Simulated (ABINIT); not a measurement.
A calculation with ABINIT 10.8.3 (patched build) of Pt (ASE script, structure from a POSCAR):

The input run.py:

```python
import json, os
import numpy as np
from ase.units import GPa
from ase.calculators.abinit import Abinit, AbinitProfile
from ase.io import read

atoms = read('POSCAR')

profile = AbinitProfile(command='abinit', pp_paths=[os.path.abspath('pseudos')])
params = dict(
    pps='pawxml', xc='PBE',
    chksymtnons=0,
    tolsym=1e-06,
    ecut=435.3822,
    pawecutdg=870.7644,
    pawxcdev=0,
    kptopt=1,
    ngkpt=[8, 8, 8],
    nshiftk=1,
    shiftk=[0.0, 0.0, 0.0],
    ixc=11,
    nband=14,
    occopt=3,
    tsmear=0.05,
    nstep=100,
    tolvrs=1e-09,
    prtwf=0,
    prtden=0,
)

atoms.calc = Abinit(profile=profile, directory='run', **params)
energy = atoms.get_potential_energy()
forces = atoms.get_forces()
stress = atoms.get_stress()
print(f'energy {energy:.6f} eV')
print('forces (eV/A)')
print(np.round(forces, 5))
print('stress (GPa, Voigt, tension positive)', np.round(stress / GPa, 4))
json.dump(dict(energy=energy, forces=forces.tolist(), stress=stress.tolist(), cell=atoms.cell.tolist(), frac=atoms.get_scaled_positions(wrap=False).tolist()), open('results.json', 'w'))
```

File POSCAR:

```
Pt
1.0
    0.0000000000     -3.1684400000      0.0000000000
   -3.1684400000      0.0000000000      0.0000000000
    0.0000000000      0.0000000000     -3.1684400000
Pt
2
Direct
    0.5054260700      0.4928058600      0.5171599100
    0.9945739300      0.0071941400      0.9828400900
```

Potentials or basis: JTH PAW PBE v2.0.

The run is started by

```bash
$ python run.py
```

This isn't the form of Pt at room conditions, which is fcc.

Question: Write the same calculation in another form: native input, structure from a POSCAR.

Answer: As run:

The input run.abi:

```
# Pseudopotentials
pp_dirpath "./"
pseudos "Pt.GGA_PBE-JTH.xml"

# Structure
structure "poscar:POSCAR"
natom 2
chkprim 0
chksymtnons 0
tolsym 1.0e-6

# Plane-wave basis
ecut 16.0
pawecutdg 32.0
pawxcdev 0

# k points
kptopt 1
ngkpt 8 8 8
nshiftk 1
shiftk 0.0 0.0 0.0

# Exchange and correlation
ixc 11

# Bands and occupations
nband 14
occopt 3
tsmear 0.00183747

# SCF cycle
nstep 100
tolvrs 1.0e-9

# Output
iomode 3
prtwf 0
prtden 0
prteig 0
prtebands 0
enunit 2
```

Contents of POSCAR:

```
Pt
1.0
    0.0000000000     -3.1684400000      0.0000000000
   -3.1684400000      0.0000000000      0.0000000000
    0.0000000000      0.0000000000     -3.1684400000
Pt
2
Direct
    0.5054260700      0.4928058600      0.5171599100  Pt
    0.9945739300      0.0071941400      0.9828400900  Pt
```

Potentials or basis: JTH PAW PBE v2.0.

Run with:

```bash
$ abinit run.abi > log 2>&1
```

Both were run:

|  | ASE script, structure from a POSCAR | native input, structure from a POSCAR |
| --- | --- | --- |
| Pressure | 1.3 GPa | 1.3 GPa |
| Largest force | 0.837 eV/Å | 0.837 eV/Å |
| Band gap on the k mesh | none (metal or under the smearing width) | none (metal or under the smearing width) |

Keys that steer only the numerical path or the files written may differ.

Caveat: the atomic spheres overlap.
